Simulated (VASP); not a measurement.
# SiNi: relaxation of cell and atoms with PBEsol

SiNi:

```xyz
4
Lattice="2.9428 0.0000 0.0000 0.0000 3.2803 0.0000 0.0000 0.0000 4.6774" Properties=species:S:1:pos:R:3 pbc="T T T"
Si    0.0000    0.0000    0.7337
Si    1.4714    1.6402    3.9438
Ni    0.0000    0.0000    3.0754
Ni    1.4714    1.6402    1.6020
```

The cell is a database's computed one.

```json
{"Program": "VASP 6.6.1", "Task": "relaxation of cell and atoms", "Functional": "PBEsol", "Potentials or basis": "VASP PAW PBE potentials, release 64 (Si, Ni)", "Cutoff": "600 eV", "k mesh": "12 × 12 × 8", "Occupations": "methfessel-paxton, width 0.1 eV", "Spin": "no spin polarisation", "Further INCAR settings": "ALGO = Normal; EDIFF = 1e-06; IBRION = 2; EDIFFG = -0.01; NSW = 90; ISIF = 3"}
```

| Property | Result |
| --- | --- |
| Relaxed volume | 11.30 Å³/atom |
| Relaxed cell | a = 2.946 Å, b = 3.279 Å, c = 4.679 Å, α = 90.00°, β = 90.00°, γ = 90.00° |
| Space group after relaxing (to 0.05 Å) | Pmmn (No. 59) |
| Energy gained by relaxing | 0.1 meV/atom |
| Ionic steps | 8 |
| Pressure after relaxing | 0.0 GPa |
| Largest force after relaxing | 0.005 eV/Å |
| Band gap on the k mesh | none (metal or under the smearing width) |

Forces in eV/Å, atoms in the order of the input:
```
Si   0.000  0.000 -0.005
Si   0.000  0.000  0.005
Ni   0.000  0.000 -0.001
Ni   0.000  0.000  0.001
```

Stress tensor (GPa, compression positive):
```
 0.07  0.00  0.00
 0.00 -0.11  0.00
 0.00  0.00 -0.10
```

The path:
| step | energy change (eV) | largest force (eV/Å) | pressure (GPa) | volume (Å³) |
| --- | --- | --- | --- | --- |
| 1 | 0.0000 | 0.0710 | 0.22 | 45.15 |
| 2 | -0.0005 | 0.0026 | -0.26 | 45.25 |
| 3 | -0.0005 | 0.0100 | -0.24 | 45.24 |
| 4 | -0.0005 | 0.0208 | 0.12 | 45.15 |
| 5 | -0.0006 | 0.0067 | 0.07 | 45.19 |
| 6 | -0.0006 | 0.0050 | 0.06 | 45.20 |
| 7 | -0.0006 | 0.0037 | 0.03 | 45.20 |
| 8 | -0.0006 | 0.0045 | -0.05 | 45.20 |

Final structure:
```
CELL_PARAMETERS angstrom
2.94593 0.00000 0.00000
0.00000 3.27927 0.00000
0.00000 0.00000 4.67894
ATOMIC_POSITIONS crystal
Si 0.00000 0.00000 0.15763
Si 0.50000 0.50000 0.84237
Ni 0.00000 0.00000 0.65676
Ni 0.50000 0.50000 0.34324
```

Levels at points of the mesh, in eV from the Fermi level:
```
           k point  band 11  band 12  band 13  band 14  band 15  band 16  band 17  band 18
(0.00, 0.00, 0.00)    -2.31    -2.02    -1.99    -1.30     1.29     2.81     5.26     5.60
(0.50, 0.00, 0.00)    -2.57    -2.57    -1.57    -1.57     1.80     1.80     3.52     3.52
(0.00, 0.50, 0.00)    -2.23    -2.23    -2.17    -2.17     1.20     1.20     5.05     5.05
(0.50, 0.50, 0.00)    -2.07    -2.07    -1.57    -1.57     1.63     1.63     2.00     2.00
(0.00, 0.00, 0.50)    -2.68    -2.07     1.17     1.65     2.04     2.48     2.97     3.67
(0.50, 0.00, 0.50)    -2.23    -2.23    -1.37    -1.37     3.72     3.72     5.36     5.36
(0.00, 0.50, 0.50)    -2.03    -2.03    -2.02    -2.02     5.27     5.27     5.47     5.47
(0.50, 0.50, 0.50)    -2.10    -2.10    -1.50    -1.50    -0.38    -0.38     1.08     1.08
```

Run time: 2 min on 2 MPI ranks on Intel(R) Xeon(R) 6975P-C (Granite Rapids) (shared host), peak memory 0.33 GiB a rank.

Caveat: the PAW data sets were made with another functional, which shifts forces and pressure a little. Spin polarisation is off, so any magnetic state and its effect on volume and gap are missing.
